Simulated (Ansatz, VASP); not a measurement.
## GdN: VASP beside Ansatz

File POSCAR:

```
GdN
1.0
    0.0000000000      2.4994985700      2.4994985700
    2.4994985700      0.0000000000      2.4994985700
    2.4994985700      2.4994985700      0.0000000000
Gd N
1 1
Direct
    0.5000000000      0.5000000000      0.5000000000
    0.0000000000      0.0000000000      0.0000000000
```

Contents of INCAR.step1:

```
  PREC = Accurate
  ENCUT = 520
  ISMEAR = 0
  SIGMA = 0.05
  LREAL = False
  LASPH = True
  NELM = 150
  ISPIN = 2
  MAGMOM = 7.65 -0.17
  LMAXMIX = 6
  LDAU = True
  LDAUTYPE = 2
  LDAUL = 3 -1
  LDAUU = 3 0
  LDAUJ = 0 0
  NBANDS = 22
  GGA = PE
  ALGO = Normal
  EDIFF = 1E-4
  LWAVE = True
  LCHARG = False
```

INCAR.step2

```
  PREC = Accurate
  ENCUT = 520
  EDIFF = 1E-6
  ISMEAR = 0
  SIGMA = 0.05
  LREAL = False
  LASPH = True
  NELM = 150
  ALGO = Normal
  ISIF = 2
  LWAVE = False
  LCHARG = True
  ISPIN = 2
  MAGMOM = 7.65 -0.17
  LORBIT = 11
  LMAXMIX = 6
  LDAU = True
  LDAUTYPE = 2
  LDAUL = 3 -1
  LDAUU = 3 0
  LDAUJ = 0 0
  LDAUPRINT = 1
  METAGGA = R2SCAN
  LMIXTAU = True
  LELF = True
  LVHAR = True
  NBANDS = 22
  ISTART = 1
```

File KPOINTS:

```
regular mesh
0
Gamma
  7 7 7
```

Input for Ansatz:

```yaml
crystal:
  lattice:
    - [0.0, 2.49949857, 2.49949857]
    - [2.49949857, 0.0, 2.49949857]
    - [2.49949857, 2.49949857, 0.0]
  atoms:
    - { symbol: Gd, position: [0.5, 0.5, 0.5], spin: 6.0 }
    - { symbol: "N", position: [0.0, 0.0, 0.0] }
basis:
  ecutwfc: 500
  ecutrho_ratio: 4
kpoints:
  mp_grid: { grid: [7, 7, 7] }
hamiltonian:
  xc: r2scan
  hubbard:
    sites:
      - { site: 0, l: f, u_eff: 3.0, starting_ns: [{ spin: up, occupation_matrix: s0up }, { spin: down, occupation_matrix: s0down }] }
    occupation_matrices:
      s0up:
        matrix:
          - [0.85299, -0.12704, 0.23067, -0.12035, -0.02674, -0.05349, 0.10029]
          - [-0.12704, 0.83208, 0.25044, -0.13067, -0.02904, -0.05807, 0.10889]
          - [0.23067, 0.25044, 0.51525, 0.23726, 0.05272, 0.10545, -0.19772]
          - [-0.12035, -0.13067, 0.23726, 0.84621, -0.02751, -0.05502, 0.10316]
          - [-0.02674, -0.02904, 0.05272, -0.02751, 0.96389, -0.01223, 0.02292]
          - [-0.05349, -0.05807, 0.10545, -0.05502, -0.01223, 0.94555, 0.04585]
          - [0.10029, 0.10889, -0.19772, 0.10316, 0.02292, 0.04585, 0.88404]
      s0down:
        matrix:
          - [0.02, 0.0, 0.0, 0.0, 0.0, 0.0, 0.0]
          - [0.0, 0.02, 0.0, 0.0, 0.0, 0.0, 0.0]
          - [0.0, 0.0, 0.02, 0.0, 0.0, 0.0, 0.0]
          - [0.0, 0.0, 0.0, 0.02, 0.0, 0.0, 0.0]
          - [0.0, 0.0, 0.0, 0.0, 0.02, 0.0, 0.0]
          - [0.0, 0.0, 0.0, 0.0, 0.0, 0.02, 0.0]
          - [0.0, 0.0, 0.0, 0.0, 0.0, 0.0, 0.02]
    ns_hold: { iters: 12 }
scf:
  occupations: { method: gaussian, width: 0.05 }
  lower_state_search: "off"
  max_iter: 150
output:
  forces: true
  stress: true
  eigenvalues: true
  populations: true
  hubbard: { sites: [{ site: 0, l: f }] }
magnetization:
  spin_polarized: true
```

Alike in both runs: task single point; functional r2SCAN; k mesh 7 × 7 × 7; occupations gaussian, width 0.05 eV; collinear spin; Hubbard terms Gd f U = 3.0 eV.

|  | VASP | Ansatz |
| --- | --- | --- |
| version | VASP 6.6.1 | Ansatz 0.2.0 |
| potentials or method | VASP PAW PBE potentials, release 64 (Gd, N) | scalar-relativistic, plane waves, PAW |
| plane-wave cutoff (eV) | 520 | 500 |
| valence electrons in the cell | 23 | 23 |

|  | VASP | Ansatz | Ansatz less VASP |
| --- | --- | --- | --- |
| gap on the k mesh at the Fermi level (eV) | none | none | - |
| pressure (GPa) | -1.3 | -1.4 | -0.09 |
| net moment per atom (μB) | 3.50 | 3.50 | 0.000 |
| size of the moment on the site where the two differ most (μB) | 6.82 | 6.96 | +0.139 |

Site moments also hang on the region over which each program counts them. The programs project onto different local orbitals, so the same U acts differently. A gap of «none» marks a metal or a gap that the smearing closes. Ansatz warned: «filled_band_counts_differ_across_k_points».

Caveats: the PAW data sets were made with another functional, which shifts forces and pressure a little (VASP); spin-orbit coupling is left out, which moves the levels of the heavy elements; a cell with one magnetic atom can't hold antiferromagnetic order, which such compounds often take. The state reached can hang on the start; a lower one may exist.
